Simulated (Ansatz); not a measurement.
# Dielectric response of LiF (110) films, part 5 of 5

How well do thin rocksalt LiF (110) films screen a perpendicular field?

Ansatz 0.2.0; plane-wave DFT, PBE, Ansatz PAW (the session's first sound run).

So far. Step 28 (The bulk with HSE06, k-mesh 8×8×8): The gap is 11.38 eV. Step 29 (Band edges against the vacuum, levels HSE06): The program warns that the averaged potential varies by 0.13 eV in the slab's middle, which these edges carry as an error.

## (30) Varying the input

This step: plane-wave DFT, PBE, Ansatz PAW, but for the change named below (Ansatz 0.2.0).

System of this step: LiF (110), 5 units. The cell holds 10 atoms: 5 Li and 5 F. Cell: a = 2.850 Å, b = 4.030 Å, c = 23.699 Å, α = 90.0°, β = 90.0°, γ = 90.0°. It derives from LiF (rocksalt LiF). Vacuum lies along c.

A run with a changed input: it repeats the earlier run at 0.1 V/Å, 5 units with scf.mixing.preconditioner to none and hamiltonian.xc from pbe to lda.

The input, input.yaml:

```yaml
crystal:
  lattice:
    - [2.84964033, 0.0, 0.0]
    - [0.0, 4.03, 0.0]
    - [0.0, 0.0, 23.6992806564]
  atoms:
    - { symbol: Li, position: [0.5, 0.5, 0.3852992913] }
    - { symbol: F, position: [0.5, 0.0, 0.3797772186] }
    - { symbol: Li, position: [0.0, 0.0, 0.4354315921] }
    - { symbol: F, position: [0.0, 0.5, 0.4379992862] }
    - { symbol: Li, position: [0.5, 0.5, 0.5] }
    - { symbol: F, position: [0.5, 0.0, 0.499999996] }
    - { symbol: Li, position: [0.0, 0.0, 0.5645684098] }
    - { symbol: F, position: [0.0, 0.5, 0.5620007112] }
    - { symbol: Li, position: [0.5, 0.5, 0.6147007103] }
    - { symbol: F, position: [0.5, 0.0, 0.6202227844] }
kpoints:
  mp_grid: { grid: [10, 6, 1] }
hamiltonian:
  xc: lda
scf:
  occupations: { method: fixed }
  convergence: { dr2_threshold: 1.0e-10 }
  mixing: { preconditioner: none }
efield:
  axis: 3
  dipole_correction: true
  ramp_position: 0.97
  ramp_width: 0.06
  amplitude: 0.1
output:
  write_potential: true
  write_density: true
  volumetric_format: npy
```

On the command line:

```sh
$ ansatz run input.yaml --threads 8 --pin off --max-ram 12288MiB --backend cpu --events-out ev --progress --plain --runs-dir out
```

Numbers of over 12 decimals in the logs are rounded to 6 here.

The program printed:

```text
[...]
Crystal: 10 atoms, lattice volume = 272.164 Å³
Basis set: ecut = 420 eV, 5335 PW (Γ)
Bands: 35, of which v1, the nominal top of the filled ones, is band 25 counted from 1 (24 counted from 0)
Symmetry: 4 space group operations
k-points: 24 of 60
[...]
SCF iter   1: F=—  HF=-4995.655805 eV  |F-HF|=—  |Δ(HF+E_count)|=         —  Δρ=5.72e-2  dr2=1.02e1  ethr=3.10e-3  p=0.054 e·Å  D=3.58e-2 V/Å  ΔV_dip=-0.85 eV  dr2_dipole=8.88e-4  V_vac-E_F(+/−)=15.62/14.32 eV  ⟨swp⟩=5.8  Hψ=3425  notcnv=0  defer=174
[...]
SCF iter  12: F=-4991.873085 eV  HF=-4991.873085 eV  |F-HF|=8.37e-11  |Δ(HF+E_count)|=  2.00e-11  Δρ=7.97e-8  dr2=8.31e-12  ethr=1.00e-12  p=0.026 e·Å  D=1.74e-2 V/Å  ΔV_dip=-0.41 eV  dr2_dipole=1.68e-15  V_vac-E_F(+/−)=8.20/6.46 eV  ⟨swp⟩=16.5  Hψ=4792  notcnv=0
SCF 1 converged in 12 iterations: F = -4991.873085 eV  dr2 = 8.31e-12
[...]
SCF converged after 12 iterations
[...]
Free energy (F): -4991.873085 eV
[...]
Internal energy: -4991.873085 eV  (E = F + TS)
E sigma→0 (E₀):  -4991.873085 eV
Fermi energy:    -4.696992 eV
Dipole field:    D = 0.017442 V/Å  (p = 0.026235 e·Å, saw-weighted, corrected)
Work function:   not extracted (applied field tilts the vacuum); planar V_es + V_field profile in the machine report
[...]
--- Band table (eV; the first three rows and the last of 24) ---
  k-point 0: bands = [... 21 lower, -5.4260, -5.3872, -4.9645, -4.6970, 1.1619, 1.6749, 2.3870, 3.4613, ... 6 higher]
  k-point 1: bands = [... 21 lower, -5.4499, -5.3708, -4.9741, -4.7061, 1.3971, 1.9084, 2.6420, 3.7098, ... 6 higher]
  k-point 2: bands = [... 21 lower, -5.5069, -5.3453, -4.9925, -4.7240, 2.0613, 2.5641, 3.3964, 4.4115, ... 6 higher]
  k-point 23: bands = [... 21 lower, -5.7393, -5.6786, -5.5180, -5.1553, 4.0750, 4.7390, 5.6085, 6.8603, ... 6 higher]
```

Wall time 6.8 s (8 threads of Arm Neoverse N1, shared host); peak memory 0.76 GiB; 50 s of CPU time.

Numbers from this step:

| Item | Value |
| --- | --- |
| gap on the k-mesh | 5.859 eV |
| dipole along the normal | 0.02623 e·Å |

```tsv
quantity	this run	earlier run	difference
dipole along the normal (e·Å)	0.02623	0.02600	2.4e-4
gap on the k-mesh (eV)	5.859	5.653	0.21
```

What moves beyond 0.01 in its unit (for the dipole 0.5 % and 5e-5 e·Å): gap on the k-mesh (+0.206 eV) and dipole along the normal (+0.000236 e·Å).

## (31) Varying the input: scf.lower_state_search = "standard"

This step: plane-wave DFT, PBE, Ansatz PAW (Ansatz 0.2.0).

Another changed input: it repeats the earlier run at 0.1 V/Å, 5 units with scf.lower_state_search to standard.

input.yaml, as its differences from that of step 30:

```diff
@@ -19,3 +19,3 @@
 hamiltonian:
-  xc: lda
+  xc: pbe
 scf:
@@ -23,3 +23,3 @@
   convergence: { dr2_threshold: 1.0e-10 }
-  mixing: { preconditioner: none }
+  lower_state_search: standard
 efield:
```

The program printed:

```text
[...]
Crystal: 10 atoms, lattice volume = 272.164 Å³
Basis set: ecut = 420 eV, 5335 PW (Γ)
Bands: 35, of which v1, the nominal top of the filled ones, is band 25 counted from 1 (24 counted from 0)
Symmetry: 4 space group operations
k-points: 24 of 60
[...]
SCF iter   1: F=—  HF=-5084.016640 eV  |F-HF|=—  |Δ(HF+E_count)|=         —  Δρ=6.49e-2  dr2=1.21e1  ethr=3.10e-3  p=0.054 e·Å  D=3.58e-2 V/Å  ΔV_dip=-0.85 eV  dr2_dipole=8.89e-4  V_vac-E_F(+/−)=15.54/14.23 eV  ⟨swp⟩=5.5  Hψ=3384  notcnv=0  defer=181
[...]
SCF iter  12: F=-5079.766508 eV  HF=-5079.766508 eV  |F-HF|=1.46e-11  |Δ(HF+E_count)|=  8.82e-11  Δρ=9.11e-8  dr2=8.09e-12  ethr=1.00e-12  p=0.026 e·Å  D=1.73e-2 V/Å  ΔV_dip=-0.41 eV  dr2_dipole=4.96e-15  V_vac-E_F(+/−)=7.86/6.11 eV  ⟨swp⟩=15.9  Hψ=4752  notcnv=0
SCF 1 converged in 12 iterations: F = -5079.766508 eV  dr2 = 8.09e-12
[...]
SCF converged after 12 iterations
[...]
Free energy (F): -5079.766508 eV
[...]
Internal energy: -5079.766508 eV  (E = F + TS)
E sigma→0 (E₀):  -5079.766508 eV
Fermi energy:    -4.333982 eV
Dipole field:    D = 0.017286 V/Å  (p = 0.025999 e·Å, saw-weighted, corrected)
Work function:   not extracted (applied field tilts the vacuum); planar V_es + V_field profile in the machine report
[...]
--- Band table (eV; the first three rows and the last of 24) ---
  k-point 0: bands = [... 21 lower, -5.0627, -5.0238, -4.6061, -4.3340, 1.3193, 1.8730, 2.4369, 3.5329, ... 6 higher]
  k-point 1: bands = [... 21 lower, -5.0855, -5.0065, -4.6151, -4.3426, 1.5571, 2.1083, 2.6908, 3.7813, ... 6 higher]
  k-point 2: bands = [... 21 lower, -5.1395, -4.9796, -4.6325, -4.3595, 2.2364, 2.7741, 3.4400, 4.4915, ... 6 higher]
  k-point 23: bands = [... 21 lower, -5.3623, -5.2987, -5.1478, -4.7938, 4.7223, 5.3387, 6.3211, 7.2145, ... 6 higher]
```

Run time: 6.7 s. Hardware: 8 threads; peak memory 0.78 GiB; 50 s of CPU time.

Numbers from this step:

```
gap on the k-mesh       : 5.653 eV
dipole along the normal : 0.02600 e·Å
```

```tsv
quantity	this run	earlier run	difference
dipole along the normal (e·Å)	0.02600	0.02600	0
gap on the k-mesh (eV)	5.653	5.653	0
```

Nothing in the table moves by 0.01 in its unit (for the dipole 0.5 % and 5e-5 e·Å).

## (32) Results

| Quantity | Value |
| --- | --- |
| electronic ε from the thickness series | 2.05 |
| static ε from the thickness series | 9.77 |
| local electronic ε, middle of 12 units | 2.06 |
| ionisation energy, levels by PBE | 7.81 eV |
| electron affinity, levels by PBE | -1.26 eV |
| ionisation energy, levels by HSE06 | 9.53 eV |
| electron affinity, levels by HSE06 | -1.85 eV |

The films give an electronic ε of 2.05 and a static ε of 9.77. The slope of the series and the field inside the thickest film give 2.05 and 2.06, in agreement. Ions raise ε from 2.05 to 9.77. The static value rests on two thicknesses alone. HSE06 levels deepen the valence edge by 1.72 eV on the same PBE surface dipole. The bulk conduction edge lies above the vacuum level: a negative electron affinity. The alignment warns that the averaged potential still varies by 0.13 eV in the slab's middle, which the band edges carry as an error. The in-plane lattice constants are held at typed bulk values. Semilocal functionals tend to overestimate the electronic ε a little.

[Logs are printed without paths, hosts, clocks, repeated set-up lines and the standing remarks that a program may print on its own settings, such as how far it seeks lower states.]

[Hosts, paths, dates, database ids (printed as entryN), source tags and the programs' standing remarks are cut or masked in the printed files.]

[Maps of the electrostatic potential energy from Ansatz leave out the sawtooth potential of an applied field or a dipole correction, so their vacuum need not be flat; planar profiles and work functions include it.]
